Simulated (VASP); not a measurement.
# Al (Fm-3m) in VASP: reference runs, part 2 of 2

VASP 6.6.1.

## 5. Equation of state, PBE, 15.94 Å³/atom (volume scaled by 0.96)

The input, INCAR:

```
SYSTEM = Al
PREC = Accurate
ENCUT = 520
EDIFF = 1E-7
ISMEAR = -1
SIGMA = 0.05
LREAL = .False.
LASPH = .True.
NELM = 100
ALGO = Normal
ISIF = 2
LWAVE = .False.
LCHARG = .False.
GGA = PE
NBANDS = 8
```

The input, KPOINTS:

```
regular mesh
0
Gamma
  11 11 11
  0 0 0
```

The input, POSCAR:

```
Al
1.0
    0.0000000000      1.9974394157      1.9974394157
    1.9974394157      0.0000000000      1.9974394157
    1.9974394157      1.9974394157      0.0000000000
Al
1
Direct
    0.0000000000      0.0000000000      0.0000000000
```

Started as:

```
$ cat potpaw_PBE.64/Al/POTCAR > POTCAR
$ mpirun -np 1 vasp_std > vasp.out
```

It took 8.2 s on 1 thread of Intel Xeon Platinum 8488C (Sapphire Rapids), shared host; peak memory 0.13 GiB.

It converged, with:

| Quantity | Value |
| --- | --- |
| Free energy | -3.7507 eV |
| Pressure | 3.0 GPa |
| Band gap on the k mesh | none (metal or under the smearing width) |

## 6. Equation of state, PBE, 16.27 Å³/atom (volume scaled by 0.98)

The input, INCAR:

```
SYSTEM = Al
  ALGO = Normal
  EDIFF = 1E-7
  ENCUT = 520
  GGA = PE
  ISIF = 2
  ISMEAR = -1
  LASPH = .True.
  LCHARG = .False.
  LREAL = .False.
  LWAVE = .False.
  NBANDS = 8
  NELM = 60
  PREC = Accurate
  SIGMA = 0.05
```

The input, KPOINTS:

```
k-points
0
Gamma
  11 11 11
  0 0 0
```

The input, POSCAR:

```
Al
1.0
    0.0000000000      2.0112152952      2.0112152952
    2.0112152952      0.0000000000      2.0112152952
    2.0112152952      2.0112152952      0.0000000000
Al
1
Direct
    0.0000000000      0.0000000000      0.0000000000
```

Potentials or basis: VASP PAW PBE potentials, release 64 (Al).

Started as:

```
$ cat potpaw_PBE.64/Al/POTCAR > POTCAR
$ mpirun -np 1 vasp_std > vasp.out
```

Wall time 5.5 s (1 thread of Intel Xeon Platinum 8488C (Sapphire Rapids), shared host); peak memory 0.12 GiB.

Results (log left out):

```
Free energy            : -3.7550 eV
Pressure               : 1.2 GPa
Band gap on the k mesh : none (metal or under the smearing width)
```

## 7. Equation of state, PBE, 16.93 Å³/atom (volume scaled by 1.02)

The input, INCAR:

```
SYSTEM = Al
ALGO     = Normal         ! electronic algorithm
EDIFF    = 1E-7           ! SCF threshold, eV
ENCUT    = 520            ! plane-wave cutoff, eV
GGA      = PE             ! functional
ISIF     = 2              ! what is computed and relaxed
ISMEAR   = -1             ! smearing method
LASPH    = .True.         ! aspherical terms in the spheres
LCHARG   = .False.        ! write CHGCAR
LREAL    = .False.        ! projectors in reciprocal space
LWAVE    = .False.        ! write WAVECAR
NBANDS   = 8              ! bands
NELM     = 80             ! most SCF steps
PREC     = Accurate       ! precision mode
SIGMA    = 0.05           ! smearing width, eV
```

KPOINTS is that of step 6.

The input, POSCAR:

```
Al
1.0
    0.0000000000      2.0382146954      2.0382146954
    2.0382146954      0.0000000000      2.0382146954
    2.0382146954      2.0382146954      0.0000000000
Al
1
Direct
    0.0000000000      0.0000000000      0.0000000000
```

Started as:

```
$ cat potpaw_PBE.64/Al/POTCAR > POTCAR
$ mpirun -np 1 vasp_std > vasp.out
```

It took 6.9 s on 1 thread of Intel Xeon Platinum 8488C (Sapphire Rapids), shared host; peak memory 0.13 GiB.

The run converged. Its results:

| Quantity | Value |
| --- | --- |
| Free energy | -3.7532 eV |
| Pressure | -1.9 GPa |
| Band gap on the k mesh | none (metal or under the smearing width) |

## 8. Equation of state, PBE, 17.27 Å³/atom (volume scaled by 1.04)

The input, INCAR:

```
  PREC = Accurate
  ENCUT = 520
  EDIFF = 1E-7
  ISMEAR = -1
  SIGMA = 0.05
  LREAL = False
  LASPH = True
  NELM = 60
  ALGO = Normal
  ISIF = 2
  LWAVE = False
  LCHARG = False
  GGA = PE
  NBANDS = 8
```

The input, KPOINTS:

```
regular mesh
0
Gamma
  11 11 11
```

The input, POSCAR:

```
Al
1.0
    0.0000000000      2.0514502267      2.0514502267
    2.0514502267      0.0000000000      2.0514502267
    2.0514502267      2.0514502267      0.0000000000
Al
1
Direct
    0.0000000000      0.0000000000      0.0000000000
```

Started as:

```
$ cat potpaw_PBE.64/Al/POTCAR > POTCAR
$ mpirun -np 1 vasp_std > vasp.out
```

Run time: 8.7 s. Hardware: 1 thread of Intel Xeon Platinum 8488C (Sapphire Rapids), shared host; peak memory 0.13 GiB.

The run converged. Its results:

| Item | Value |
| --- | --- |
| Free energy | -3.7478 eV |
| Pressure | -3.2 GPa |
| Band gap on the k mesh | none (metal or under the smearing width) |

## 9. Equation of state, PBE, 17.60 Å³/atom (volume scaled by 1.06)

The input, INCAR:

```
PREC     = Accurate       # precision mode
ENCUT    = 520            # plane-wave cutoff, eV
EDIFF    = 1E-7           # SCF threshold, eV
ISMEAR   = -1             # smearing method
SIGMA    = 0.05           # smearing width, eV
LREAL    = F              # projectors in reciprocal space
LASPH    = T              # aspherical terms in the spheres
NELM     = 60             # most SCF steps
ALGO     = Normal         # electronic algorithm
ISIF     = 2              # what is computed and relaxed
LWAVE    = F              # write WAVECAR
LCHARG   = F              # write CHGCAR
GGA      = PE             # functional
NBANDS   = 8              # bands
```

KPOINTS is that of step 8.

The input, POSCAR:

```
Al
1.0
    0.0000000000      2.0645171409      2.0645171409
    2.0645171409      0.0000000000      2.0645171409
    2.0645171409      2.0645171409      0.0000000000
Al
1
Direct
    0.0000000000      0.0000000000      0.0000000000
```

Potentials or basis: VASP PAW PBE potentials, release 64 (Al).

Started as:

```
$ cat potpaw_PBE.64/Al/POTCAR > POTCAR
$ mpirun -np 1 vasp_std > vasp.out
```

Run time: 5.1 s. Hardware: 1 thread of Intel Xeon Platinum 8488C (Sapphire Rapids), shared host; peak memory 0.12 GiB.

Results (log left out):

```
Free energy            : -3.7399 eV
Pressure               : -4.4 GPa
Band gap on the k mesh : none (metal or under the smearing width)
```

## 10. Equation of state, PBE

No new run: the results of the series are fitted here.

What came out:

| Property | Result |
| --- | --- |
| Equilibrium volume | 16.51 Å³/atom |
| Bulk modulus | 79 GPa |
| Pressure derivative of the bulk modulus | 4.5 |

Energy against volume, from the lowest point:
```csv
volume (Å³/atom),energy (meV/atom)
15.607,13.27
15.939,5.00
16.271,0.71
16.603,0.00
16.935,2.49
17.267,7.84
17.599,15.75
```

## 11. The runs side by side

| task | cell | gap on the mesh (eV) | pressure (GPa) |
| --- | --- | --- | --- |
| single point | as given | none | -0.5 |
| single point | cell strained at random at fixed volume | none | -0.3 |
| equation of state | as given | - | - |

Alike in all rows: level PBE; potentials or basis VASP PAW PBE potentials, release 64 (Al); no spin polarisation; k mesh 11 × 11 × 11; cutoff (eV) 520; smearing fermi-dirac 0.05 eV.

Absolute energies hang on the potentials; compare differences alone.

## 12. Against experiment

Step 10. Measured bulk modulus of Al: 76.9 GPa (quoted in “The interpretation of polycrystalline coherent inelastic neutron scattering from aluminium”, 2013, pmc:3831299). This calculation gives 79 GPa (+2.9 %). The fit is for a static lattice scaled at fixed shape and fixed fractional positions. The cell as given is a measured one (16.60 Å³/atom); PBE puts the equilibrium volume -0.6 % from it, thermal expansion not counted.
